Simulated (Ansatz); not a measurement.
# Pressure coefficients of O

```xyz
2
Lattice="1.6749 0.9670 3.7320 -1.6749 0.9670 3.7320 0.0000 -1.9341 3.7320" Properties=species:S:1:pos:R:3 pbc="T T T"
O     0.0000    0.0000   10.5845
O     0.0000    0.0000    0.6115
```

The cell is the one relaxed in the Materials Project (mp-610917), not relaxed further here; entries there can be hypothetical.

Other magnetic orders may lie lower; this is the state that the run reached.

Method: DFT, PBE, all-electron LAPW, scalar-relativistic (Ansatz 0.2.0).

Sampling and basis: a Γ-centred 8×8×8 k mesh, Fermi–Dirac smearing of 0.02 eV, basis error target 1 meV/atom, spin-polarised from start moments O1 1, O2 1 μB.

The cell is scaled evenly with fractional coordinates held. Semilocal gaps are too small, but their slopes carry over better.

```json
{"V/V(cell)": "0.9405", "P (GPa)": "4.31", "gap on the k mesh (eV)": "1.175", "cell moment (μB)": "2.000"}
{"V/V(cell)": "0.9700", "P (GPa)": "2.24", "gap on the k mesh (eV)": "1.240", "cell moment (μB)": "2.000"}
{"V/V(cell)": "1.0000", "P (GPa)": "0.42", "gap on the k mesh (eV)": "1.301", "cell moment (μB)": "2.000"}
{"V/V(cell)": "1.0300", "P (GPa)": "-1.14", "gap on the k mesh (eV)": "1.357", "cell moment (μB)": "2.000"}
```

**Question.** From the rows at 0.9700 and 1.0300, what is the bulk modulus at the cell's volume?

**Answer.** B = −ΔP/Δln V = −[(-1.14) − (2.24)]/0.06002 = 56.3 GPa.

**Question.** What are the gap's volume deformation potential and pressure coefficient?

**Answer.** dEg/dln V = (1.357 − 1.240)/0.06002 = 1.95 eV, and dEg/dP = −(dEg/dln V)/B = -35 meV/GPa: pressure narrows the gap.

**Question.** How does the moment scale with volume?

**Answer.** dln M/dln V = ln(2.000/2.000)/0.06002 = 0.00: the moment hardly moves, as with a saturated or integer moment.

**Question.** Predict the row at V/V(cell) = 1.0600. How far is a linear estimate of P off?

**Answer.** P = -2.49 GPa, gap 1.409 eV, moment 2.000 μB. The linear estimate P(cell) − B ln(V/V(cell)) = -2.86 GPa misses by 0.37 GPa, since the modulus falls on expansion.
